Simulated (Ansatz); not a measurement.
A run of Ansatz 0.2.0 is set up as follows.

input.yaml

```yaml
crystal:
  lattice:
    - [1.383, -4.0265, 0.0]
    - [1.383, 4.0265, 0.0]
    - [-0.1174474948, 0.0, 3.3299294416]
  atoms:
    - { symbol: Ga, position: [0.131, 0.869, 0.75] }
    - { symbol: Ga, position: [0.869, 0.131, 0.25] }
hamiltonian:
  xc: pbesol
  pseudopotentials: { kind: paw_fr }
magnetization:
  noncollinear: true
  spin_orbit: true
kpoints:
  mp_grid: { grid: [7, 7, 6] }
  band_path:
    path:
      - [[0.0, 0.0, 0.0], [-0.2794936799, -0.2794936799, 0.0025046701], [-0.2865069778, -0.2865069778, 0.4818696886], [-0.2724803819, -0.2724803819, 0.5231396517], [0.0, 0.0, 0.5], [-0.5, 0.5, 0.5], [-0.7134930222, 0.2865069778, 0.5181303114]]
      - [[-0.7275196181, 0.2724803819, 0.4768603483], [-0.7205063201, 0.2794936799, -0.0025046701], [-0.5, 0.5, 0.0], [0.0, 0.0, 0.0], [-0.5, 0.0, 0.0]]
      - [[-0.5, 0.0, 0.5], [0.0, 0.0, 0.0]]
    npoints: 14
scf:
  occupations: { method: fermi_dirac, width: 0.05 }
  n_extra_bands: 6
output:
  forces: true
  stress: true
  eigenvalues: true
  fatbands: true
  write_density: true
  write_potential: true
  elf: true
  volumetric_format: npy
```

Potentials or basis: Ansatz PAW.

Run with:

```sh
$ ansatz run input.yaml --threads 2 --pin off --max-ram 5632MiB --backend cpu --events-out ev --progress --plain --runs-dir out
```

(1) What does it give for the band gap on the k mesh?

(2) What does it give for the largest force?

(3) Predict the pressure.

## Answers

(1) none (metal or under the smearing width).

(2) 0.141 eV/Å.

(3) -1.5 GPa.

Caveat: the PAW data sets come from PBE, with cores solved anew for the run's functional, which leaves a small shift of forces and pressure.
